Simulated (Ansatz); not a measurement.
**Mo: which structure is lowest?**

Method: DFT, PBE, plane waves (420 eV) with PAW, scalar-relativistic (Ansatz 0.2.0).

Each structure is relaxed within its own symmetry, so a high-lying one may be dynamically unstable.

```json
{"structure": "bcc", "ΔE (meV/atom)": "0", "V (Å³/atom)": "15.82", "cell": "a = 3.163 Å", "magnetic state": "spin not included"}
{"structure": "A15", "ΔE (meV/atom)": "98", "V (Å³/atom)": "16.03", "cell": "a = 5.042 Å", "magnetic state": "spin not included"}
{"structure": "omega (AlB2-type)", "ΔE (meV/atom)": "403", "V (Å³/atom)": "16.13", "cell": "a = 4.669 Å, c = 2.563 Å (c/a = 0.549)", "magnetic state": "spin not included"}
{"structure": "fcc", "ΔE (meV/atom)": "426", "V (Å³/atom)": "16.04", "cell": "a = 4.003 Å", "magnetic state": "spin not included"}
{"structure": "dhcp", "ΔE (meV/atom)": "427", "V (Å³/atom)": "16.08", "cell": "a = 2.774 Å, c = 9.652 Å (c/a = 3.479)", "magnetic state": "spin not included"}
{"structure": "hcp", "ΔE (meV/atom)": "441", "V (Å³/atom)": "16.12", "cell": "a = 2.760 Å, c = 4.886 Å (c/a = 1.771)", "magnetic state": "spin not included"}
{"structure": "simple cubic", "ΔE (meV/atom)": "1155", "V (Å³/atom)": "17.66", "cell": "a = 2.604 Å", "magnetic state": "spin not included"}
{"structure": "diamond", "ΔE (meV/atom)": "2236", "V (Å³/atom)": "23.03", "cell": "a = 5.690 Å", "magnetic state": "spin not included"}
```

ΔE counts from bcc.

Differences under about 8 meV lie within the error of the k-point mesh.
